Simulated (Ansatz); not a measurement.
Input and command of a calculation in Ansatz (plane waves; scalar-relativistic PAW potentials unless the input names others):

```yaml
crystal:
  lattice:
    - [2.9916, 0.0, 0.0]
    - [0.0, 2.9916, 0.0]
    - [0.0, 0.0, 3.051432]
  atoms:
    - { symbol: Al, position: [0.0, 0.0, 0.0] }
    - { symbol: Ru, position: [0.5, 0.5, 0.5] }
basis:
  ecutwfc: 420
kpoints:
  mp_grid: { grid: [13, 13, 13], shift: [0.5, 0.5, 0.5] }
hamiltonian:
  xc: pbesol
scf:
  occupations: { method: gaussian, width: 0.15 }
output:
  forces: true
  eigenvalues: true
  stress: true
```

```bash
ansatz run input.yaml --threads 1 --pin off --max-ram 2560MiB --backend cpu --events-out ev --progress --plain --runs-dir out
```

Abridged log:
```
Pseudopotentials: kind: paw
Pseudopotential: Al, paw, valence charge 3, recommended cutoff 420 eV (normal)
Pseudopotential: Ru, paw, valence charge 16, recommended cutoff 420 eV (normal)
Functional definition: PBEsol
Crystal: 2 atoms, lattice volume = 27.309 Å³
Basis set: ecut = 420 eV, 503 PW (Γ), exchange–correlation on 40×40×48 points (8 copies of the dense FFT grid, shifted against one another)
Bands: 14, of which v1, the nominal top of the filled ones, is band 10 counted from 1 (9 counted from 0)
Symmetry: 16 space group operations
Space group: P4/mmm (ITA 123), of the structure as read, at distance tolerance 3.0e-5 Å
k-points: 196 of 2197
Initial density: superposition of atomic densities (neutral atoms: chi_scale 0, normalization atom), corrected by the library's trained network
Initial wavefunctions: pseudopotential atomic-orbital guess
Functional: x = pbesol(κ = 0.804, μ = 0.12345679), c = pbesol(β = 0.046)
SCF iter   1: F=—  HF=-6342.293733 eV  |F-HF|=—  |Δ(HF+E_count)|=         —  Δρ=9.79e-3  dr2=2.81e-2  ethr=1.77e-3  ⟨swp⟩=5.0  Hψ=13374  notcnv=0
SCF iter   2: F=—  HF=-6342.289966 eV  |F-HF|=—  |Δ(HF+E_count)|=   3.77e-3  Δρ=5.50e-3  dr2=1.01e-2  ethr=1.48e-4  ⟨swp⟩=1.1  Hψ=4322  notcnv=0
SCF iter   3: F=—  HF=-6342.287827 eV  |F-HF|=—  |Δ(HF+E_count)|=   2.14e-3  Δρ=5.59e-4  dr2=8.15e-5  ethr=5.29e-5  ⟨swp⟩=2.4  Hψ=3877  notcnv=0
SCF iter   4: F=—  HF=-6342.287759 eV  |F-HF|=—  |Δ(HF+E_count)|=   6.77e-5  Δρ=1.29e-4  dr2=3.83e-6  ethr=4.29e-7  ⟨swp⟩=2.0  Hψ=4205  notcnv=0
SCF iter   5: F=-6342.287759 eV  HF=-6342.287759 eV  |F-HF|=3.13e-8  |Δ(HF+E_count)|=   4.15e-7  Δρ=1.69e-5  dr2=4.89e-8  ethr=2.01e-8  ⟨swp⟩=2.6  Hψ=4208  notcnv=0
SCF iter   6: F=-6342.287759 eV  HF=-6342.287759 eV  |F-HF|=2.71e-9  |Δ(HF+E_count)|=   1.32e-8  Δρ=4.60e-6  dr2=3.68e-9  ethr=2.58e-10  ⟨swp⟩=3.1  Hψ=10535  notcnv=0
SCF 1 converged in 6 iterations: F = -6342.287759 eV  dr2 = 3.68e-9
SCF converged after 6 iterations
Free energy (F): -6342.287759 eV
Harris-Foulkes:  -6342.287759 eV  (|F-HF|=2.71e-9)
Internal energy: -6342.268449 eV  (E = F + TS)
E sigma→0 (E₀):  -6342.278104 eV
Entropy (-TS):   -0.019310 eV (-9.655 meV/atom)
Fermi energy:    15.593026 eV
--- Forces (eV/Å), atoms counted from 1 ---
  atom   1  Al     0.00000000     0.00000000     0.00000000
  atom   2  Ru     0.00000000     0.00000000     0.00000000
--- Stress (GPa, compression-positive) ---
       -6.062629       0.000000       0.000000
        0.000000      -6.062629       0.000000
        0.000000       0.000000      -9.195228
  P = ⅓ Tr σ = -7.1068 GPa (-71.068 kbar)
```

Apart from outputs and empty bands, the input differs from a reference run on usual settings in kpoints.mp_grid.grid: [16, 16, 16] → [13, 13, 13]; kpoints.mp_grid.shift: not typed → [0.5, 0.5, 0.5]. The reference, at the same geometry (not necessarily relaxed), gave pressure -7.08 GPa, largest force 0.000 eV/Å, no gap on the mesh. This run converged in 6 SCF iterations (reference: 6) with an energy at zero smearing 0.38 meV/atom above the reference's, pressure -7.11 GPa, largest force 0.000 eV/Å, no gap on the mesh. Its k mesh is looser than usual, yet energy, pressure and forces hardly moved.

The run took 3.9 s on 1 thread of Intel(R) Xeon(R) Processor @ 2.70GHz (shared host), peak memory 0.36 GiB.